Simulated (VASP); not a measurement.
# SiC, self-consistent run: which settings are enough?

SiC, P1 (no. 1), 2 atoms in the cell. PBE; PAW potentials Si, C (PBE set). VASP 6.6.1. The atoms are moved at random off their ideal places.

Wanted: energy within 1 meV/atom; forces within 0.005 eV/Å; pressure within 0.1 GPa.

POSCAR:
```
SiC
1.0
    0.0000000000      2.1790000000      2.1790000000
    2.1790000000      0.0000000000      2.1790000000
    2.1790000000      2.1790000000      0.0000000000
Si C
1 1
Direct
    0.0067170000     -0.0052090000     -0.0012860000
    0.7544170000      0.7482380000      0.7456880000
```

## One numerical tag moved

| One numerical tag moved | Energy less reference (meV/atom) | Forces, largest deviation (eV/Å) | Pressure (GPa) | SCF iterations | Time (s) |
|---|---|---|---|---|---|
| default | 0.0 | 0.0000 | 3.23 | 13 | 22 |
| LMAXPAW = 0 | 0.0 | 0.0002 | 3.23 | 13 | 22 |
| LASYNC = T | 0.0 | 0.0000 | 3.23 | 13 | 22 |
| DEPER = 0.6 | 0.0 | 0.0000 | 3.23 | 13 | 20 |
| NDAV = 8 | 0.0 | 0.0000 | 3.23 | 13 | 22 |
| RANDOM_GENERATOR = pcg_32 | 0.0 | 0.0000 | 3.23 | 13 | 22 |
| DEPER = 0.05 | 0.0 | 0.0000 | 3.23 | 13 | 28 |
| LDIAG = F | 0.0 | 0.0000 | 3.23 | 13 | 26 |
| EBREAK = 0.0001 | 0.0 | 0.0000 | 3.23 | 13 | 19 |

Chosen: default; no other choice that stays within half of the tolerance saves 30 % of the time.

## The input

INCAR:
```
ALGO     = Normal         # electronic algorithm
EDIFF    = 1E-7           # SCF threshold, eV
ENCUT    = 520            # plane-wave cutoff, eV
ISIF     = 2              # what is computed and relaxed
ISMEAR   = 0              # smearing method
LASPH    = T              # aspherical terms in the spheres
LCHARG   = F              # write CHGCAR
LREAL    = F              # projectors in reciprocal space
LWAVE    = F              # write WAVECAR
NELM     = 100            # most SCF steps
PREC     = Accurate       # precision mode
SIGMA    = 0.02           # smearing width, eV
```

KPOINTS:
```
k-points
0
Gamma
  9 9 9
```

Commands:
```
cat potpaw_PBE.64/Si/POTCAR potpaw_PBE.64/C/POTCAR > POTCAR
mpirun -np 1 vasp_std > vasp.out
```

The chosen input took VASP 6.6.1 22 s on 1 core (Intel Xeon Platinum 8488C (Sapphire Rapids)), a shared host.

## An input that fails: LMAXPAW = -1 without LASPH

It runs to its end, but against the unchanged starting input it is off by 8.3 meV/atom in the energy, 0.0011 eV/Å in the forces, 0.64 GPa in the pressure.

Changes against the starting input:
```
- LASPH = True
+ LASPH = False
+ LMAXPAW = -1
```
